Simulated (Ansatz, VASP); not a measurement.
## Two plane-wave programs on BAs

```
B As
1.0
     0.00000    2.36775    2.36775
     2.36775    0.00000    2.36775
     2.36775    2.36775    0.00000
B As
1 1
Direct
  0.00000 0.00000 0.00000
  0.25000 0.25000 0.25000
```

Alike in both runs: task single point; functional r2SCAN; k mesh 10 × 10 × 10; occupations gaussian, width 0.02 eV; no spin polarisation.

|  | VASP | Ansatz |
| --- | --- | --- |
| version | VASP 6.6.1 | Ansatz 0.2.0 |
| potentials or method | VASP PAW PBE potentials, release 64 (B, As) | scalar-relativistic, plane waves, PAW |
| plane-wave cutoff (eV) | 520 | 500 |
| valence electrons in the cell | 8 | 18 |

```tsv
	VASP	Ansatz	Ansatz less VASP
gap on the k mesh at the Fermi level (eV)	1.34	1.34	+0.001
least direct gap on the mesh (eV)	3.48	3.47	-0.003
pressure (GPa)	4.9	4.6	-0.32
```

The two sets of potentials don't hold the same shells in valence.

Caveats: the PAW data sets were made with another functional, which shifts forces and pressure a little (VASP). A k mesh can miss the band edges. r2SCAN opens gaps a little over a GGA but as a rule still falls short of measured ones.
